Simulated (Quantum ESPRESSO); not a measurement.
A run of Quantum ESPRESSO 7.5:

The input pw.in:

```
&CONTROL
  calculation = 'scf'
  prefix = 'pwscf'
  outdir = './tmp'
  pseudo_dir = './pseudo'
  tprnfor = .true.
  tstress = .true.
  disk_io = 'low'
/
&SYSTEM
  ibrav = 0
  celldm(1) = 8
  nat = 4
  ntyp = 2
  ecutwfc = 82
  nbnd = 14
  occupations = 'smearing'
  smearing = 'fd'
  degauss = 0.00367493
/
&ELECTRONS
  conv_thr = 8d-10
  electron_maxstep = 120
  mixing_beta = 0.5
/
ATOMIC_SPECIES
Si    28.0850 Si.upf
C     12.0110 C.upf
CELL_PARAMETERS alat
  0.7265996949186   0.0000000000000   0.0000000000000
 -0.3632998474593   0.6292537941719   0.0000000000000
  0.0000000000000   0.0000000000000   1.1924171846389
ATOMIC_POSITIONS crystal
Si     0.6666666667    0.3333333333    0.5000000000
Si     0.3333333333    0.6666666667    0.0000000000
C      0.6666666667    0.3333333333    0.8850000000
C      0.3333333333    0.6666666667    0.3850000000
K_POINTS automatic
6 6 2 0 0 1
```

relax.in

```
&CONTROL
  calculation = 'vc-relax'
  prefix = 'pwscf'
  outdir = './tmp'
  pseudo_dir = './pseudo'
  tprnfor = .true.
  tstress = .true.
  disk_io = 'low'
  nstep = 40
  forc_conv_thr = 0.0001
  etot_conv_thr = 1d-06
/
&SYSTEM
  ibrav = 0
  celldm(1) = 8
  nat = 4
  ntyp = 2
  ecutwfc = 82
  nbnd = 14
  occupations = 'smearing'
  smearing = 'fd'
  degauss = 0.00367493
/
&ELECTRONS
  conv_thr = 8d-10
  electron_maxstep = 120
  mixing_beta = 0.5
/
&IONS
  ion_dynamics = 'bfgs'
/
&CELL
  cell_dynamics = 'bfgs'
  press = 0
  press_conv_thr = 0.2
/
ATOMIC_SPECIES
Si    28.0850 Si.upf
C     12.0110 C.upf
CELL_PARAMETERS alat
  0.7265996949186   0.0000000000000   0.0000000000000
 -0.3632998474593   0.6292537941719   0.0000000000000
  0.0000000000000   0.0000000000000   1.1924171846389
ATOMIC_POSITIONS crystal
Si     0.6666666667    0.3333333333    0.5000000000
Si     0.3333333333    0.6666666667    0.0000000000
C      0.6666666667    0.3333333333    0.8850000000
C      0.3333333333    0.6666666667    0.3850000000
K_POINTS automatic
6 6 2 0 0 1
```

Contents of scf2.in:

```
&CONTROL
  calculation = 'scf'
  prefix = 'pwscf'
  outdir = './tmp'
  pseudo_dir = './pseudo'
  tprnfor = .true.
  tstress = .true.
  disk_io = 'low'
/
&SYSTEM
  ibrav = 0
  celldm(1) = 8
  nat = 4
  ntyp = 2
  ecutwfc = 82
  nbnd = 14
  occupations = 'fixed'
/
&ELECTRONS
  conv_thr = 1d-13
  electron_maxstep = 120
  mixing_beta = 0.5
  startingpot = 'file'
  startingwfc = 'file'
/
ATOMIC_SPECIES
Si    28.0850 Si.upf
C     12.0110 C.upf
CELL_PARAMETERS alat
  0.7217628648512  -0.0000000000068   0.0000000000000
 -0.3608814324197   0.6250649764728   0.0000000000000
  0.0000000000000   0.0000000000000   1.1819315609703
ATOMIC_POSITIONS crystal
Si     0.6666666666    0.3333333332    0.5046010086
Si     0.3333333332    0.6666666666    0.0046010086
C      0.6666666666    0.3333333332    0.8803989914
C      0.3333333332    0.6666666666    0.3803989914
K_POINTS automatic
6 6 2 0 0 1
```

ph.in

```
phonons of SiC
&INPUTPH
  prefix = 'pwscf'
  outdir = './tmp'
  tr2_ph = 1d-18
  fildyn = 'dyn'
  niter_ph = 90
  alpha_mix(1) = 0.7
  epsil = .true.
/
0.0000000000 0.0000000000 0.0000000000
```

The input dynmat.in:

```
&INPUT
  fildyn = 'dyn'
  asr = 'crystal'
  lperm = .true.
  filout = 'dynmat.disp'
  fileig = 'dynmat.eig'
/
```

Contents of dynmat_lo.in:

```
&INPUT
  fildyn = 'dyn'
  asr = 'crystal'
  filout = 'dynmat_lo.disp'
  fileig = 'dynmat_lo.eig'
  q(1) = 0
  q(2) = 0
  q(3) = 1
/
```

Potentials or basis: PseudoDojo 0.4.1 SR LDA standard.

Launch:

```sh
$ OMP_NUM_THREADS=1 pw.x -in pw.in > pw.out
$ OMP_NUM_THREADS=1 pw.x -in relax.in > relax.out
$ OMP_NUM_THREADS=1 pw.x -in scf2.in > scf2.out
$ OMP_NUM_THREADS=1 ph.x -in ph.in > ph.out
$ OMP_NUM_THREADS=1 dynmat.x -in dynmat.in > dynmat.out
$ OMP_NUM_THREADS=1 dynmat.x -in dynmat_lo.in > dynmat_lo.out
```

Hardware: 1 thread of Intel(R) Xeon(R) Processor @ 2.50GHz (Skylake/Cascade Lake), with other jobs on the host.

Problem. How long does it take, and how much memory?

Solution. Wall time 6.1 min on 1 thread of Intel(R) Xeon(R) Processor @ 2.50GHz (Skylake/Cascade Lake), with other jobs on the host, peak memory 0.08 GiB. Counts: scf iterations 54, k pools 1, bands 14, ion steps 5, k points 7, g dense 27991.
